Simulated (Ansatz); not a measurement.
MgO:

```
Mg O
1.0
     0.00000    2.09700    2.09700
     2.09700    0.00000    2.09700
     2.09700    2.09700    0.00000
Mg O
1 1
Direct
  0.00000 0.00000 0.00000
  0.50000 0.50000 0.50000
```

The cell is a database's computed one.

* Program: Ansatz 0.2.0
* Task: single point
* Functional: PBE
* Potentials or basis: all-electron LAPW, scalar-relativistic
* Cutoff: 316 eV (chosen from the basis error)
* Basis error allowed: 0.001 eV/atom
* k mesh: 11 × 11 × 11
* Occupations: fermi-dirac, width 0.05 eV
* Spin: no spin polarisation

On this cell: pressure 7.0 GPa; largest force zero by symmetry; band gap on the k mesh 4.86 eV, direct.

The same run follows on a disturbed copy (atoms moved at random, drawn with an rms of 0.05 Å):

```xyz
2
Lattice="0.0000 2.0970 2.0970 2.0970 0.0000 2.0970 2.0970 2.0970 0.0000" Properties=species:S:1:pos:R:3 pbc="T T T"
Mg    0.0098   -0.0677    0.0085
O     2.1051    2.1162    2.0954
```

Problem. What changes?

Solution. The energy moves by +11.4 meV/atom; pressure 7.7 GPa; largest force 0.534 eV/Å; band gap on the k mesh 4.86 eV, direct.

Forces in eV/Å, atoms in the order of the input:
```
Mg  -0.010  0.531 -0.057
O    0.010 -0.531  0.057
```

Stress tensor (GPa, compression positive):
```
6.77 0.01 0.00
0.01 9.64 0.06
0.00 0.06 6.80
```

